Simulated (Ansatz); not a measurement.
## Piezoelectric tensor of CdTe at 5 GPa (stress–strain coefficients)

Theory: Ansatz, DFT PBEsol, scalar-relativistic, plane waves, PAW. Cutoff 420 eV, 8×8×8 k-points (Γ-centred), fixed occupations. No spin polarisation.

The cell, relaxed at 5 GPa:
```yaml
crystal:
  lattice:
    - [0.00000, 3.14246, 3.14246]
    - [3.14246, 0.00000, 3.14246]
    - [3.14246, 3.14246, 0.00000]
  atoms:
    - { symbol: Cd, position: [0.00000, 0.00000, 0.00000] }
    - { symbol: Te, position: [0.75000, 0.75000, 0.75000] }
```

Spin–orbit coupling is left out, which matters for heavy elements. The real crystal has changed phase below this pressure. The bands were filled as in an insulator; under compression the gap may have closed between mesh points.

Question: Give the relaxed-ion proper piezoelectric stress tensor e_iJ (C/m², Voigt columns xx yy zz yz xz xy).

Answer:
```
x    0.000  0.000  0.000 -0.209  0.000  0.000
y    0.000  0.000  0.000  0.000 -0.209  0.000
z    0.000  0.000  0.000  0.000  0.000 -0.209
```
Signs follow the orientation of the cell as given.

Question: With the elastic constants (GPa, Voigt order)
```
72.5 59.8 59.8  0.0  0.0  0.0
59.8 72.5 59.8  0.0  0.0  0.0
59.8 59.8 72.5  0.0  0.0  0.0
 0.0  0.0  0.0 17.0  0.0  0.0
 0.0  0.0  0.0  0.0 17.0  0.0
 0.0  0.0  0.0  0.0  0.0 17.0
```
find the strain coefficients d = e·C⁻¹ (pC/N).

Answer:
```
x     0.0   0.0   0.0 -12.3   0.0   0.0
y     0.0   0.0   0.0   0.0 -12.3   0.0
z     0.0   0.0   0.0   0.0   0.0 -12.3
```

Cost: 1 run of about 0.95 core-minutes, on AMD EPYC 9R45 (Zen 5) (shared hosts).